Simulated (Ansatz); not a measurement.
**G0W0 on several functionals: AlP (F-43m)**

One-shot GW is not self-consistent; how far does the start matter for AlP (F-43m)?

Calculated with Ansatz 0.2.0; G0W0 on several functionals, plane waves, PAW.

In doubt: masses and optical values from hybrid runs of this build are listed as unsure (step 4), which bears on the screening that GW takes from such a start.

## 1. Starting point

It takes space group F-43m (No. 216, cubic). Conventional cell: a = 5.473 Å, b = 5.473 Å, c = 5.473 Å, α = 90.00°, β = 90.00°, γ = 90.00°. Nearest to Al lie 4 P at 2.37 Å. Nearest to P lie 4 Al at 2.37 Å. Farther neighbours are not listed.

The cell and positions are those that the Materials Project relaxed with its own functionals (PBE, PBE+U or r2SCAN), kept fixed.

## 2. G0W0 on LDA

Now the one-shot GW correction: screening in the RPA, then the self-energy of the levels asked for. This step takes PAW set soft_1 files.

This step: G0W0 on LDA, plane waves, PAW; PAW set soft_1.

Input file input.yaml:

```yaml
crystal:
  lattice:
    - [0.0, 2.736483713, 2.736483713]
    - [2.736483713, 0.0, 2.736483713]
    - [2.736483713, 2.736483713, 0.0]
  atoms:
    - { symbol: Al, position: [0.0, 0.0, 0.0] }
    - { symbol: P, position: [0.75, 0.75, 0.75] }
kpoints:
  mp_grid: { grid: [6, 6, 6] }
hamiltonian:
  xc: lda
  pseudopotentials: { kind: paw, azcp: { folder: soft_1 }, xc_functional: pbe }
scf:
  occupations: { method: fixed }
gw:
  n_empty_bands: 122
  ecut_chi: 120
  qp_bands: [v2, c2]
  qp_kpoints: band_edges
  screening: { model: contour_deformation }
```

Started as:

```sh
ansatz run input.yaml --threads 3 --pin off --max-ram 92160MiB --backend cuda --events-out ev --progress --plain --runs-dir out --devices 1 --max-vram 13GiB
```

Numbers of over 12 decimals in the logs are rounded to 6 here.

What it wrote:

```text
GPUs: using 1 of 1 available (devices: 1).
Engine: ansatz 0.2.0, x86_64-unknown-linux-gnu
Pseudopotentials: kind: paw
Pseudopotential: Al, paw, valence charge 3, recommended cutoff 420 eV (normal), soft_1/Al.paw.azcp
Pseudopotential: P, paw, valence charge 5, recommended cutoff 420 eV (normal), soft_1/P.paw.azcp
Functional definition: SPW92
  exchange = slater_x
  correlation = pw_c
device memory: the entry about to start is reckoned to put 0.4 GiB on a device that reports 40.2 GiB free (of which the cap on the GPU budget leaves the run 13.0 GiB)
GPU FFT provider: cuFFT
GPU libraries: cuBLAS 13.8.2, cuFFT 12.4.0, cuSOLVER 12.3.4
Crystal: 2 atoms, lattice volume = 40.983 Å³
Basis set: ecut = 420 eV, 821 PW (Γ)
Bands: 8, of which v1, the nominal top of the filled ones, is band 4 counted from 1 (3 counted from 0)
Symmetry: 24 space group operations
Space group: F-43m (ITA 216), of the structure as read, at distance tolerance 3.4e-5 Å
k-points: 16 of 216 (time reversal used)
Non-local potential: Al, projectors of the file, l = 0: 2, l = 1: 2, l = 2: 1
Non-local potential: P, projectors of the file, l = 0: 2, l = 1: 2, l = 2: 1
PAW form: soft (Blöchl's): semilocal exchange-correlation on the pseudo side does not see the compensation charge
PAW frozen core: Al, regenerated for the run's functional, and the local potential with it (the file was generated under x = pbe(κ = 0.804, μ = 0.219515), c = pbe(β = 0.066725))
PAW frozen core: P, regenerated for the run's functional, and the local potential with it (the file was generated under x = pbe(κ = 0.804, μ = 0.219515), c = pbe(β = 0.066725))
PAW one-centre angular grid: Al, 110 points (default); XC on 64 Gauss nodes
PAW one-centre angular grid: P, 110 points (default); XC on 64 Gauss nodes
Initial density: superposition of atomic densities (chi_scale 0.1, normalization cell, long waves kept (reshape's long-wave potential 0.00 eV rms))
Initial wavefunctions: pseudopotential atomic-orbital guess
GPU buffer pool allocated for 19683 grid points (all kernels)
GPU transforms: local potential and band sums: pruned to the plane-wave sphere, on 25×25×25
Functional: x = slater, c = lda
SCF iter   1: F=—  HF=-1240.400622 eV  |F-HF|=—  |Δ(HF+E_count)|=         —  Δρ=4.43e-2  dr2=1.06e0  ethr=3.10e-3  ⟨swp⟩=5.2  Hψ=952  notcnv=0  defer=27
preconditioner: auto → none  [insulator: Δε(μ)=2.160 eV  Ē_g=10.137 eV  n_scr=8 (ndim 8)  ℏωp=16.4 eV  f_vac=0.000  ε∞_Penn≈3.6]
SCF iter   2: F=—  HF=-1240.058058 eV  |F-HF|=—  |Δ(HF+E_count)|=   3.43e-1  Δρ=1.78e-2  dr2=9.16e-2  ethr=3.10e-3  ⟨swp⟩=3.1  Hψ=378  notcnv=0  defer=25
SCF iter   3: F=—  HF=-1240.030089 eV  |F-HF|=—  |Δ(HF+E_count)|=   2.80e-2  Δρ=5.90e-3  dr2=1.12e-2  ethr=1.15e-3  ⟨swp⟩=1.9  Hψ=157  notcnv=0  defer=27
SCF iter   4: F=—  HF=-1240.026587 eV  |F-HF|=—  |Δ(HF+E_count)|=   3.50e-3  Δρ=4.84e-4  dr2=9.21e-5  ethr=1.39e-4  ⟨swp⟩=2.2  Hψ=176  notcnv=0  defer=26
SCF iter   5: F=—  HF=-1240.026577 eV  |F-HF|=—  |Δ(HF+E_count)|=   1.07e-5  Δρ=7.07e-5  dr2=1.23e-6  ethr=1.15e-6  ⟨swp⟩=2.3  Hψ=200  notcnv=0  defer=31
SCF iter   6: F=-1240.026577 eV  HF=-1240.026577 eV  |F-HF|=2.98e-8  |Δ(HF+E_count)|=   2.25e-8  Δρ=7.74e-6  dr2=4.13e-8  ethr=1.25e-9  ⟨swp⟩=6.9  Hψ=911  notcnv=0
SCF 1 converged in 6 iterations: F = -1240.026577 eV  dr2 = 4.13e-8
  greatest PAW one-centre occupation: 0.769 electrons in one spin orbital (limit 2), on the P atom at site 1 (counted from 0), in its partial waves of l = 0
device memory: the entry about to start is reckoned to put 0.4 GiB on a device that reports 40.3 GiB free (of which the cap on the GPU budget leaves the run 13.0 GiB)
NSCF: frozen V_eff on 16 k-points, pencils in batches of 32, up to order 32
the band table was solved once the SCF had ended and its energy, with any forces and stress, was formed, with the checks that follow a solve (1139 applications of the Hamiltonian). They found nothing against the state; the energy, forces and stress were not computed again (output.eigenvalues in the input reference)
device memory: the entry about to start is reckoned to put 2.0 GiB on a device that reports 40.3 GiB free (of which the cap on the GPU budget leaves the run 13.0 GiB)
NSCF: frozen V_eff on 16 k-points
G₀W₀ screening: q 1/16
[... further progress lines ...]
device memory: the entry about to start is reckoned to put 0.3 GiB on a device that reports 53.1 GiB free (of which the cap on the GPU budget leaves the run 13.0 GiB)
NSCF: frozen V_eff on 1 k-points
device memory: the entry about to start is reckoned to put 0.3 GiB on a device that reports 53.1 GiB free (of which the cap on the GPU budget leaves the run 13.0 GiB)
NSCF: frozen V_eff on 1 k-points
SCF converged after 6 iterations
Free energy (F): -1240.026577 eV
Harris-Foulkes:  -1240.026577 eV  (|F-HF|=2.98e-8)
Internal energy: -1240.026577 eV  (E = F + TS)
E sigma→0 (E₀):  -1240.026577 eV
Fermi energy:    4.790763 eV
--- Per-component energies (eV) ---
  E_band       = 2.780392
  E_kinetic    = 91.930146
  E_local      = -80.564037  (includes V_loc(G=0)·N_el)
  E_nonlocal   = 44.430731
  E_hartree    = 25.046202
  E_xc         = -109.742187
  E_vxc        = -90.942872  (∫ρ·V_xc dr)
  E_paw        = -974.580558  (= ΣΔE_a)
  E_vpaw       = -12.164206  (= ΣTr[D̂ρ^β])
  E_aug_tail   = -0.000004  (compensation charges beyond the density's cutoff)
  E_ewald      = -236.719938
  E_core_change = 0.173068  (= ΣΔE_core)
  E_smearing   = -0.000000  (= −TS)
  E_closure    = -0.000000  (closes the sum)
  Σ components = -1240.026577   (vs F -1240.026577, Δ=0.00e0)
--- Band table (eV; the first three rows and the last of 16) ---
  k-point 0: bands = ["-6.6763", "4.7908", "4.7908", "4.7908", "7.8313", "9.2520", "9.2520", "9.2520"]
  k-point 1: bands = ["-6.3743", "2.8937", "4.5481", "4.5481", "8.2297", "9.6829", "9.6829", "10.2726"]
  k-point 2: bands = ["-5.5872", "0.4329", "4.1778", "4.1778", "7.6621", "9.7391", "9.7391", "12.5059"]
  k-point 15: bands = ["-4.3015", "-0.2729", "1.8727", "2.1141", "7.9929", "8.9710", "12.2824", "12.6333"]
--- G₀W₀: contour deformation, 7 samples at zero and on the imaginary axis and 2 off it, 216 q-points, 122 empty bands' worth ---
  eigenvalues of the whole cell's RPA ε∞ on this k-mesh (on a slab, of 1 + 4πα/V) = 8.8755, 8.8755, 8.8755; static W/v taken at q = 0 is 0.112670
  bands read: the sum over 126 bands ends inside a degenerate multiplet in 5 slots, whose members it reads at an even weight; the widest, k=0: bands 125 to 127 (counted from 1) at 2/3 each
  gw.qp_kpoints: band_edges: 9 of 16 stored k-points solved, in 1 pass; an edge of the gap read off the rows below is read off those points alone
    valence top: of the k-points left out ik 7 came nearest to being solved in a further pass, in band 4 (counted from 1, as in the quasiparticle table): it holds the edge there only if its correction is more favourable than any solved in that band by at least 0.822 eV; those differ by 0.086 eV
    conduction bottom: of the k-points left out ik 10 came nearest to being solved in a further pass, in band 5 (counted from 1, as in the quasiparticle table): it holds the edge there only if its correction is more favourable than any solved in that band by at least 0.697 eV; those differ by 0.264 eV
    ik  band        ε_KS         Σx   Σc(E_QP)       V_xc       Z   E_QP_lin       E_QP  E_QP is
     0     3      4.7908   -15.8043     1.3221   -13.9810  0.7592     4.2869     4.2896  root
     0     4      4.7908   -15.8043     1.3221   -13.9810  0.7592     4.2869     4.2896  root
     0     5      7.8313    -8.7387    -4.2271   -13.5178  0.7739     8.3868     8.3832  root
     0     6      9.2520    -6.3909    -4.4728   -11.3712  0.7647     9.7634     9.7594  root
     1     3      4.5481   -15.7319     1.3908   -13.8338  0.7577     4.0380     4.0407  root
     1     4      4.5481   -15.7319     1.3908   -13.8338  0.7577     4.0380     4.0407  root
     1     5      8.2297    -7.6277    -4.2482   -12.3997  0.7727     8.7570     8.7535  root
     1     6      9.6829    -6.3555    -4.6230   -11.4838  0.7585    10.1925    10.1882  root
     2     3      4.1778   -15.7707     1.5427   -13.7021  0.7547     3.6485     3.6518  root
     2     4      4.1778   -15.7707     1.5427   -13.7021  0.7547     3.6485     3.6518  root
     2     5      7.6621    -7.4631    -4.0676   -12.0329  0.7776     8.1672     8.1643  root
     2     6      9.7391    -5.7332    -4.6253   -10.8327  0.7609    10.2171    10.2134  root
     3     3      4.0288   -15.8219     1.6113   -13.6754  0.7534     3.4902     3.4936  root
     3     4      4.0288   -15.8219     1.6113   -13.6754  0.7534     3.4902     3.4936  root
     3     5      7.4220    -7.5338    -3.9975   -12.0278  0.7790     7.9212     7.9186  root
     3     6      9.5142    -5.4955    -4.5451   -10.4995  0.7651     9.9764     9.9730  root
     4     3      4.0438   -15.4954     1.5475   -13.4232  0.7544     3.5158     3.5191  root
     4     4      4.0438   -15.4954     1.5475   -13.4232  0.7544     3.5158     3.5191  root
     4     5      8.2604    -6.2455    -4.1811   -10.8818  0.7749     8.7183     8.7157  root
     4     6      9.2812    -7.9725    -4.5034   -12.9851  0.7611     9.7946     9.7904  root
     6     3      2.7747   -15.3128     1.9612   -12.8176  0.7416     2.2359     2.2406  root
     6     4      3.5928   -15.6261     1.7499   -13.3267  0.7500     3.0391     3.0432  root
     6     5      7.9736    -6.3211    -4.1163   -10.8643  0.7773     8.4028     8.4006  root
     6     6      9.7315    -6.5943    -4.5627   -11.6105  0.7594    10.1886    10.1851  root
[...]
9     3      3.0634   -15.5236     1.9628   -12.9895  0.7441     2.4871     2.4921  root
     9     4      3.0634   -15.5236     1.9628   -12.9895  0.7441     2.4871     2.4921  root
     9     5      6.8826    -5.7745    -3.8346    -9.9615  0.7847     7.2362     7.2349  root
     9     6      7.8459    -5.8024    -4.0698   -10.2863  0.7810     8.2620     8.2600  root
    12     3      2.6899   -15.5828     2.1266   -12.8693  0.7393     2.0971     2.1030  root
    12     4      2.6899   -15.5828     2.1266   -12.8693  0.7393     2.0971     2.1030  root
    12     5      6.2460    -5.3568    -3.7011    -9.3501  0.7886     6.5390     6.5382  root
    12     6      7.1214    -6.1809    -3.8531   -10.4557  0.7845     7.5448     7.5430  root
```

Wall time 13 s (1 × NVIDIA H100 80GB HBM3 (shared by 6 runs) with 3 threads of AMD EPYC 7R13 (Zen 3), shared host); peak memory 1 GiB; 13 s of CPU time.

This step gave:

```
bands summed                                 : 126
RPA ε∞ on this mesh (eigenvalues)            : 8.875, 8.875, 8.875
plane waves in the screening matrix          : 113
q-points in the mesh                         : 216
G0W0 gap on the mesh                         : 2.249 eV
k of the valence top                         : 0, 0, 0
k of the conduction bottom                   : 0, -0.5, -0.5
starting gap on the mesh                     : 1.455 eV
Z at the valence top                         : 0.7592
Z at the conduction bottom                   : 0.7886
least direct G0W0 gap on the computed points : 4.094 eV
```

The gap on the mesh goes from 1.46 eV to 2.25 eV, a correction of +0.79 eV. Between the two edge states, bare exchange in place of the xc potential would open the gap by 5.82 eV, and correlation takes back 5.02 eV.

## 3. G0W0 on PBE

The same correction from a different start measures what one shot leaves open.

This step: G0W0 on PBE, plane waves, PAW; PAW set soft_1.

Changes to input.yaml since step 2:

```diff
@@ -11,4 +11,4 @@
 hamiltonian:
-  xc: lda
-  pseudopotentials: { kind: paw, azcp: { folder: soft_1 }, xc_functional: pbe }
+  xc: pbe
+  pseudopotentials: { kind: paw, azcp: { folder: soft_1 } }
 scf:
```

What it wrote:

```text
GPUs: using 1 of 1 available (devices: 1).
[...]
GPU FFT provider: cuFFT
GPU libraries: cuBLAS 13.8.2, cuFFT 12.4.0, cuSOLVER 12.3.4
Crystal: 2 atoms, lattice volume = 40.983 Å³
Basis set: ecut = 420 eV, 821 PW (Γ)
Bands: 8, of which v1, the nominal top of the filled ones, is band 4 counted from 1 (3 counted from 0)
[... 1 set-up line as in the run before ...]
[...]
k-points: 16 of 216 (time reversal used)
[...]
GPU buffer pool allocated for 19683 grid points (all kernels)
[...]
SCF iter   1: F=—  HF=-1294.709887 eV  |F-HF|=—  |Δ(HF+E_count)|=         —  Δρ=4.45e-2  dr2=1.06e0  ethr=3.10e-3  ⟨swp⟩=5.2  Hψ=950  notcnv=0  defer=27
[...]
SCF iter   6: F=-1294.433554 eV  HF=-1294.433554 eV  |F-HF|=1.57e-8  |Δ(HF+E_count)|=   1.44e-6  Δρ=7.58e-6  dr2=4.19e-8  ethr=1.25e-9  ⟨swp⟩=7.1  Hψ=900  notcnv=0
SCF 1 converged in 6 iterations: F = -1294.433554 eV  dr2 = 4.19e-8
[...]
NSCF: frozen V_eff on 16 k-points, pencils in batches of 32, up to order 32
[...]
NSCF: frozen V_eff on 16 k-points
G₀W₀ screening: q 1/16
[... further progress lines ...]
[...]
SCF converged after 6 iterations
Free energy (F): -1294.433554 eV
[...]
Internal energy: -1294.433554 eV  (E = F + TS)
E sigma→0 (E₀):  -1294.433554 eV
Fermi energy:    4.968858 eV
[...]
--- Band table (eV; the first three rows and the last of 16) ---
[...]
0     3      4.9689   -15.8228     1.3809   -13.8078  0.7612     4.3306     4.3348  root
     0     4      4.9689   -15.8228     1.3809   -13.8078  0.7612     4.3306     4.3348  root
     0     5      8.2158    -8.6122    -4.1759   -13.1066  0.7762     8.5355     8.5343  root
     0     6      9.5195    -6.3581    -4.3895   -11.0929  0.7673     9.8665     9.8648  root
     1     3      4.7288   -15.7540     1.4498   -13.6615  0.7597     4.0816     4.0861  root
     1     4      4.7288   -15.7540     1.4498   -13.6615  0.7597     4.0816     4.0861  root
     1     5      8.5645    -7.5207    -4.1847   -12.0251  0.7749     8.8855     8.8843  root
     1     6      9.9496    -6.3186    -4.5357   -11.2008  0.7614    10.2982    10.2962  root
[...]
12     3      2.8844   -15.6099     2.1807   -12.6954  0.7418     2.1414     2.1506  root
    12     4      2.8844   -15.6099     2.1807   -12.6954  0.7418     2.1414     2.1506  root
    12     5      6.5613    -5.3173    -3.6410    -9.0374  0.7906     6.6404     6.6403  root
    12     6      7.4389    -6.1548    -3.7910   -10.1658  0.7864     7.6594     7.6589  root
```

Elapsed: 18 s, on 1 × NVIDIA H100 80GB HBM3 (shared by 6 runs) with 3 threads; peak memory 1 GiB.

This step gave:

```yaml
bands_summed: 126
rpa_eps_infinity_on_this_mesh_eigenvalues: 8.327, 8.327, 8.327
plane_waves_in_the_screening_matrix: 113
q_points_in_the_mesh: 216
g0w0_gap_on_the_mesh: 2.306 eV
k_of_the_valence_top: 0, 0, 0
k_of_the_conduction_bottom: 0, -0.5, -0.5
starting_gap_on_the_mesh: 1.592 eV
z_at_the_valence_top: 0.7612
z_at_the_conduction_bottom: 0.7906
least_direct_g0w0_gap_on_the_computed_points: 4.200 eV
```

Against the run with 6×6×6 mesh, 122 empty bands, screening to 120 eV, PAW set soft_1 files on LDA, the gap moves by +0.06 eV, while the start moved by +0.14 eV.

## 4. G0W0 on HSE06

This step: G0W0 on HSE06, plane waves, PAW; PAW set soft_1.

Changes to input.yaml since step 3:

```diff
@@ -11,3 +11,3 @@
 hamiltonian:
-  xc: pbe
+  xc: hse06
   pseudopotentials: { kind: paw, azcp: { folder: soft_1 } }
```

What it wrote:

```text
GPUs: using 1 of 1 available (devices: 1).
[...]
davidson cushion auto → on  (no smearing: the cushion is to keep the highest requested band from converging to the state above it; pin scf.eigensolver.cushion to override)
[...]
GPU FFT provider: cuFFT
GPU libraries: cuBLAS 13.8.2, cuFFT 12.4.0, cuSOLVER 12.3.4
Crystal: 2 atoms, lattice volume = 40.983 Å³
Basis set: ecut = 420 eV, 821 PW (Γ)
[...]
1     5      9.0050    -7.2724    -4.0162   -11.3969  0.7984     9.1134     9.1133  root
     1     6     10.4518    -6.1907    -4.2905   -10.5835  0.7872    10.5542    10.5540  root
[...]
12     3      2.1985   -15.6424     1.9745   -13.3555  0.7692     1.8849     1.8861  root
    12     4      2.1985   -15.6424     1.9745   -13.3555  0.7692     1.8849     1.8861  root
    12     5      6.7727    -5.1677    -3.5400    -8.7242  0.8124     6.7893     6.7893  root
    12     6      7.7376    -5.9991    -3.6525    -9.7477  0.8089     7.8338     7.8337  root
[key lines of the parts left out:]
Free energy (F): -1295.445653 eV
Fermi energy:    4.492730 eV
```

Elapsed: 33 s, on 1 × NVIDIA H100 80GB HBM3 (shared by 6 runs) with 3 threads; peak memory 1.2 GiB.

Numbers from this step:

- bands summed: 126
- RPA ε∞ on this mesh (eigenvalues): 6.517, 6.517, 6.517
- plane waves in the screening matrix: 113
- G0W0 gap on the mesh: 2.635 eV
- k of the valence top: 0, 0, 0
- k of the conduction bottom: 0, -0.5, -0.5
- starting gap on the mesh: 2.280 eV
- least direct G0W0 gap on the computed points: 4.621 eV

Against the run with 6×6×6 mesh, 122 empty bands, screening to 120 eV, PAW set soft_1 files on PBE, the gap moves by +0.33 eV, while the start moved by +0.69 eV.

## 5. The starts together

All on the 6×6×6 mesh with 122 empty bands and screening to 120 eV. Times are wall times on 1 × NVIDIA H100 80GB HBM3 (shared by 6 runs) with 3 threads of AMD EPYC 7R13 (Zen 3), shared host, good to a factor of about two.

```tsv
start	starting gap (eV)	shift (eV)	G0W0 gap (eV)	RPA ε∞ (harmonic mean)	Z (valence, conduction)	time
LDA	1.46	+0.79	2.25	8.88	0.76, 0.79	13 s
PBE	1.59	+0.71	2.31	8.33	0.76, 0.79	18 s
HSE06	2.28	+0.36	2.64	6.52	0.79, 0.81	33 s
```

The parts of the quasiparticle energy at the two band edges (eV; QP = start + Σx + Σc − Vxc):

```tsv
run	edge	start	Σx	Σc	Vxc	Z	QP
LDA	valence top	4.79	-15.80	1.32	-13.98	0.76	4.29
LDA	conduction bottom	6.25	-5.36	-3.70	-9.35	0.79	6.54
PBE	valence top	4.97	-15.82	1.38	-13.81	0.76	4.33
PBE	conduction bottom	6.56	-5.32	-3.64	-9.04	0.79	6.64
HSE06	valence top	4.49	-15.87	1.29	-14.24	0.79	4.15
HSE06	conduction bottom	6.77	-5.17	-3.54	-8.72	0.81	6.79
```

For a hybrid start, Vxc holds its share of exact exchange.

## 6. Results

```
G0W0@LDA     : 2.25 eV (start 1.46 eV)
G0W0@PBE     : 2.31 eV (start 1.59 eV)
G0W0@HSE06   : 2.64 eV (start 2.28 eV)
known limits : not at the basis limit
```

In words: The starting gaps span 0.82 eV and the G0W0 gaps 0.39 eV. Between LDA and HSE06, 0.39 eV of the 0.82 eV survives, 47 %. HSE06 screens less than LDA (ε∞ 6.52 against 8.88). Of the 0.39 eV by which its G0W0 gap is higher, the correlation part gives +0.19 eV, and exchange with the one-particle terms, which follow the orbitals, +0.20 eV. The smallest correction, +0.36 eV, is on HSE06, the start nearest to reproducing itself. Bands and cutoff are finite, so the gap is not at the basis limit. The miss can reach some tenths of an eV and take either sign; the mesh is an error of its own.

[Paths, hosts, dates, memory and timing lines, banners, echoed tables and standing remarks are left out of the program output.]

[Logs are printed without paths, hosts, clocks, repeated set-up lines and the standing remarks that a program may print on its own settings, such as how far it seeks lower states.]

[Runs of the session that timed out or met a known fault of the program may be left out.]

[Cells called generated may have been cut or substituted from an entry of the Crystallography Open Database or the Materials Project.]

[Hosts, paths, dates, database ids (printed as entryN), source tags and the programs' standing remarks are cut or masked in the printed files.]
